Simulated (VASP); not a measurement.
VASP 6.6.1 run: WS₂

INCAR

```
PREC = Accurate
LWAVE = .FALSE.
IBRION = -1
ENCUT = 520
SIGMA = 0.02
LCHARG = .FALSE.
NELM = 72
LASPH = .TRUE.
NBANDS = 25
LREAL = .FALSE.
ISMEAR = -1
EDIFF = 1E-7
NSW = 0
ISIF = 2
GGA = CA
```

KPOINTS

```
KPOINTS created by Atomic Simulation Environment
0
Gamma
12 12 4
0 0 0
```

POSCAR

```
W  S
 1.0000000000000000
     3.2287643908896588    0.0000000000000000    0.0000000000000000
    -1.6143821954448294    2.7961919853450339   -0.0000000000000000
     0.0000000000000000   -0.0000000000000000    5.9936453114130721
 W   S
   1   2
Cartesian
 -0.0000000000000000  0.0000000000000000 -0.0000000000000000
  0.0000000000000001  1.8641279902300221  1.5384683658988785
  1.6143821954448292  0.9320639951150110  4.4551769455141939
```

The recommended LDA PAW datasets give the neutral cell 26 valence electrons.

Command

```
mpirun -np 1 vasp_std
```

OSZICAR

```
N       E                     dE             d eps       ncg     rms          rms(c)
DAV:   1     0.196575152436E+03    0.19658E+03   -0.12317E+04  3450   0.103E+03
DAV:   2    -0.162414735090E+02   -0.21282E+03   -0.20261E+03  4029   0.291E+02
DAV:   3    -0.266882574601E+02   -0.10447E+02   -0.10328E+02  4267   0.623E+01
DAV:   4    -0.268201021800E+02   -0.13184E+00   -0.13175E+00  4082   0.762E+00
DAV:   5    -0.268221664899E+02   -0.20643E-02   -0.20641E-02  4452   0.993E-01    0.254E+01
DAV:   6    -0.255866176287E+02    0.12355E+01   -0.67895E+00  3728   0.142E+01    0.106E+01
DAV:   7    -0.254182013358E+02    0.16842E+00   -0.17657E+00  3536   0.637E+00    0.602E+00
DAV:   8    -0.253315210347E+02    0.86680E-01   -0.37622E-01  4047   0.318E+00    0.942E-01
DAV:   9    -0.253294653159E+02    0.20557E-02   -0.15083E-02  4231   0.763E-01    0.288E-01
DAV:  10    -0.253293623458E+02    0.10297E-03   -0.10295E-03  3996   0.194E-01    0.106E-01
DAV:  11    -0.253293594301E+02    0.29157E-05   -0.23203E-04  4021   0.795E-02    0.504E-02
DAV:  12    -0.253293582630E+02    0.11672E-05   -0.23450E-05  4168   0.308E-02    0.229E-02
DAV:  13    -0.253293582404E+02    0.22603E-07   -0.64930E-06  3989   0.126E-02    0.390E-03
DAV:  14    -0.253293582660E+02   -0.25623E-07   -0.36497E-07  3875   0.345E-03
   1 F= -.25329358E+02 E0= -.25328517E+02  d E =-.168158E-02
```

From OUTCAR

```
k-points           NKPTS =     69   k-points in BZ     NKDIM =     69   number of bands    NBANDS=     25

   NELECT =      26.0000    total number of electrons

   dimension x,y,z NGX =    24 NGY =   24 NGZ =   48
   dimension x,y,z NGXF=    48 NGYF=   48 NGZF=   96

  energy-cutoff  :      520.00
  volume of cell :       54.11
      direct lattice vectors                 reciprocal lattice vectors
     3.228764391  0.000000000  0.000000000     0.309716002  0.178814617  0.000000000
    -1.614382195  2.796191985  0.000000000     0.000000000  0.357629235  0.000000000
     0.000000000  0.000000000  5.993645311     0.000000000  0.000000000  0.166843373

 k-points in reciprocal lattice and weights: KPOINTS created by Atomic Simulation Env
   0.00000000  0.00000000  0.00000000       0.002
   0.08333333 -0.00000000  0.00000000       0.010
   0.16666667 -0.00000000  0.00000000       0.010
   0.25000000 -0.00000000  0.00000000       0.010
   0.33333333 -0.00000000  0.00000000       0.010
   0.41666667 -0.00000000  0.00000000       0.010
   0.50000000 -0.00000000  0.00000000       0.005
   0.08333333  0.08333333  0.00000000       0.010
   ...

 E-fermi :   7.3312

 k-point     1 :       0.0000    0.0000    0.0000
  band No.  band energies     occupation
      1     -67.1395      2.00000
      2     -31.5584      2.00000
      3     -31.5584      2.00000
      4     -31.5328      2.00000
      5      -8.1816      2.00000
      6      -6.1920      2.00000
      7      -0.3103      2.00000
      8       2.9641      2.00000
      9       2.9641      2.00000
     10       5.6146      2.00000
     11       6.1770      2.00000
     12       6.4705      2.00000
     13       6.4705      2.00000
     14       6.7717      2.00000
     15       6.7717      2.00000
     16      10.6686      0.00000
     17      10.6686      0.00000
     18      12.8213      0.00000
     19      12.8298      0.00000
     20      16.4727      0.00000
     21      16.4727      0.00000
     22      18.3770      0.00000
     23      19.7457      0.00000
     24      20.2600      0.00000
     25      20.8544      0.00000

 k-point     2 :       0.0833   -0.0000    0.0000
  band No.  band energies     occupation
      1     -67.1386      2.00000
      2     -31.5787      2.00000
      3     -31.5632      2.00000
      4     -31.5292      2.00000
      5      -8.0642      2.00000
      6      -6.1768      2.00000
      7      -0.1647      2.00000
      8       2.7218      2.00000
      9       3.0308      2.00000
     10       5.4801      2.00000
     11       5.7704      2.00000
     12       5.8852      2.00000
     13       6.2151      2.00000
     14       7.1545      1.99971
     15       7.3432      0.71019
     16      10.4097      0.00000
     17      10.6501      0.00000
     18      13.2674      0.00000
     19      13.4414      0.00000
     20      16.1808      0.00000
     21      16.8387      0.00000
     22      18.3799      0.00000
     23      19.3045      0.00000
     24      19.5217      0.00000
     25      20.3974      0.00000

 ...

  Total       -1.8500751     -1.8500751     -0.9181090      0.0000000      0.0000000      0.0000000
  in kB      -54.7779226    -54.7779226    -27.1838174      0.0000000      0.0000000      0.0000000
  external PRESSURE =     -45.5798875 kB  Pullay stress =       0.0000000 kB

 POSITION                                       TOTAL-FORCE (eV/Angst)
 -----------------------------------------------------------------------------------
      0.00000      0.00000      0.00000        -0.000000      0.000000      0.000000
      0.00000      1.86413      1.53847        -0.000000      0.000000     -0.091048
      1.61438      0.93206      4.45518         0.000000     -0.000000      0.091048
 -----------------------------------------------------------------------------------
    total drift:                               -0.000000      0.000000     -0.000000

  FREE ENERGIE OF THE ION-ELECTRON SYSTEM (eV)
  ---------------------------------------------------
  free  energy   TOTEN  =       -25.3293582660 eV

  energy  without entropy=      -25.3276766864  energy(sigma->0) =      -25.32851748
```

It converged. Results: gap between bands v and c on the k mesh -1.36 eV (bands overlap: a metal); least direct gap on the k mesh 0.00 eV; pressure -4.6 GPa; largest force 0.09 eV/Å. Band v is the last that the valence electrons fill when counted band by band, and c is the next.

For comparison, a separate LDA run of the intended cell, on usual settings and not on those above, gives a gap of -1.36 eV on its mesh and a pressure of -4.6 GPa.

The run above took about 23 s on one core of a shared host (Intel Xeon 6975P-C) and held 0.21 GiB at most.
